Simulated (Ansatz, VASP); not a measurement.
Two plane-wave programs on BaTe

```
CELL_PARAMETERS angstrom
0.00000 3.41000 3.41000
3.41000 0.00000 3.41000
3.41000 3.41000 0.00000
ATOMIC_POSITIONS crystal
Ba 0.00000 0.00000 0.00000
Te 0.47801 0.47801 0.52199
```

Change from the starting cell: all Te atoms moved +0.150 Å, as atom 2 towards its neighbour atom 1 (Ba) at 3.410 Å.

Alike in both runs: task single point; functional PBE; k mesh 8 × 8 × 8; occupations gaussian, width 0.05 eV; no spin polarisation.

|  | VASP | Ansatz |
| --- | --- | --- |
| version | VASP 6.6.1 | Ansatz 0.2.0 |
| potentials or method | VASP PAW PBE potentials, release 64 (Ba_sv, Te) | scalar-relativistic, plane waves, PAW |
| plane-wave cutoff (eV) | 520 | 420 |
| valence electrons in the cell | 16 | 26 |

```tsv
	VASP	Ansatz	Ansatz less VASP
gap on the k mesh at the Fermi level (eV)	1.37	1.46	+0.097
least direct gap on the mesh (eV)	1.71	1.77	+0.061
pressure (GPa)	4.5	4.0	-0.44
largest component of the traceless stress (GPa)	0.69	0.66	-0.035
rms of the force components (eV/Å)	0.283	0.270	-0.0131
```

Atom by atom the forces differ by 0.013 eV/Å (rms over components). The two sets of potentials don't hold the same shells in valence.

Caveats: spin-orbit coupling is left out, which moves the levels of the heavy elements. A k mesh can miss the band edges.
